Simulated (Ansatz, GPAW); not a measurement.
## MgO: programs and potentials compared

```
CELL_PARAMETERS angstrom
0.00000 2.09700 2.09700
2.09700 0.00000 2.09700
2.09700 2.09700 0.00000
ATOMIC_POSITIONS crystal
Mg 0.00000 0.00000 0.00000
O 0.50000 0.50000 0.50000
```

The cell is a database's computed one, not the measured one.

Alike in all runs: task single point; functional PBE; k mesh 11 × 11 × 11; occupations gaussian, width 0.02 eV; no spin polarisation; no spin-orbit coupling. Pressure is positive in compression and, in plane waves, holds the error of the finite cutoff, which Ansatz's Pulay term estimates and takes out.

```csv
program and potentials,plane-wave cutoff (eV),notes,pressure (GPa)
"Ansatz, Ansatz PAW",420,Pulay term of +0.60 GPa included,6.91
"Ansatz, all-electron LAPW, scalar-relativistic",-,-,6.97
"GPAW, GPAW PAW data sets (gpaw-data 1.2.1)",800,-,6.97
```

The pressure spans 6.91 (Ansatz, Ansatz PAW) to 6.97 GPa (Ansatz, all-electron LAPW, scalar-relativistic), with all-electron results at 6.97.

The functional is the same throughout but for its coding, so the spread measures potentials, basis and numerics; runs on potential files found faulty are left out.
